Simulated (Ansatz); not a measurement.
# MgSe: the cost of one run

Computed with Ansatz 0.2.0 (DFT PBE, scalar-relativistic, plane waves, PAW, unless a step's input says otherwise).

The COD entry's cell or inner coordinates are ideal or old and differ from later refinements, so a difference from it is no clean test against experiment.

2 further runs of the same task are left out: 2 set aside as unsound or not needed.

### Step 1. The system as given

The structure is cubic, space group Fm-3m (No. 225). The conventional cell has a = 5.509 Å, b = 5.509 Å, c = 5.509 Å, α = 90.00°, β = 90.00°, γ = 90.00°. Around Mg (site symmetry m-3m) lie 6 Se at 2.75 Å. Around Se (site symmetry m-3m) lie 6 Mg at 2.75 Å.

Structure file:

```cif
data_structure
_symmetry_space_group_name_H-M 'Fm-3m'
_symmetry_Int_Tables_number 225
_cell_length_a 5.5089
_cell_length_b 5.5089
_cell_length_c 5.5089
_cell_angle_alpha 90.000
_cell_angle_beta 90.000
_cell_angle_gamma 90.000
_cell_volume 167.19
loop_
_atom_site_label
_atom_site_type_symbol
_atom_site_symmetry_multiplicity
_atom_site_Wyckoff_symbol
_atom_site_fract_x
_atom_site_fract_y
_atom_site_fract_z
_atom_site_occupancy
Mg1 Mg 4 a 0.00000 0.00000 0.00000 1
Se1 Se 4 b 0.50000 0.00000 0.00000 1
```

This cell was relaxed beforehand with the same method: volume 20.90 Å³/atom, gap on the mesh 1.77 eV.

### Step 2. Electronic structure at the relaxed geometry

input.yaml

```yaml
crystal:
  lattice:
    - [0.0, 2.7544736754, 2.7544736754]
    - [2.7544736754, 0.0, 2.7544736754]
    - [2.7544736754, 2.7544736754, 0.0]
  atoms:
    - { symbol: Mg, position: [0.0, 0.0, 0.0] }
    - { symbol: Se, position: [0.5, 0.5, 0.5] }
basis:
  ecutwfc: 420
kpoints:
  mp_grid: { grid: [8, 8, 8] }
  band_path:
    path:
      - [[0.0, 0.0, 0.0], [0.5, 0.0, 0.5], [0.625, 0.25, 0.625]]
      - [[0.375, 0.375, 0.75], [0.0, 0.0, 0.0], [0.5, 0.5, 0.5], [0.5, 0.25, 0.75], [0.5, 0.0, 0.5]]
    npoints: 14
hamiltonian:
  xc: pbe
scf:
  occupations: { method: gaussian, width: 0.02 }
  n_extra_bands: 6
output:
  forces: true
  stress: true
  eigenvalues: true
  populations: true
  dos: { projected: true, de: 0.02, nscf_kmesh: { grid: [12, 12, 12] } }
  bader: true
  write_density: true
  write_potential: true
  elf: true
  volumetric_format: npy
```

Started as:

```bash
$ ansatz run input.yaml --threads 1 --pin off --max-ram 2560MiB --backend cpu --events-out ev --progress --plain --runs-dir out
```

What time and memory should one allow on 1 thread of Arm Neoverse V2, shared host?

About 10 s, with a peak of 0.3 GiB.
